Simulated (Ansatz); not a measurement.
Crystal: SiGe.

```
Ge Si
1.0
     3.90445    0.00000    0.00000
    -1.95223    3.38135    0.00000
     0.00000    0.00000    6.45078
Ge Si
2 2
Cartesian
  0.0000 2.2542 0.0025
  1.9522 1.1271 3.2279
  0.0000 2.2542 2.4165
  1.9522 1.1271 5.6419
```

The cell comes from a database or a generator and needn't be the stable form of this composition.

Base run:

```yaml
Program: Ansatz 0.2.0
Functional: r2SCAN
Potentials_or_basis: Ansatz PAW
Cutoff: "500 eV (not typed: the program's choice for these potentials)"
k_mesh: 8 × 8 × 4
Occupations: fermi-dirac, width 0.05 eV
Spin: no spin polarisation
```

Its results: band gap on the k mesh 0.66 eV, indirect (least direct gap 0.78 eV); pressure 0.0 GPa; largest force 0.016 eV/Å.

Problem. The run is repeated on the same cell with these changes: functional from r2SCAN to LDA; cutoff from 500 eV (not typed: the program's choice for these potentials) to 420 eV (not typed: the program's choice for these potentials). What comes out?

Solution. Band gap on the k mesh 0.35 eV, direct; pressure -2.1 GPa; largest force 0.003 eV/Å.

r2SCAN gives the wider gap, since meta-GGAs in the generalised Kohn-Sham scheme recover part of the derivative discontinuity.

Caveats: the PAW data sets come from PBE, with cores solved anew for the run's functional, which leaves a small shift of forces and pressure.
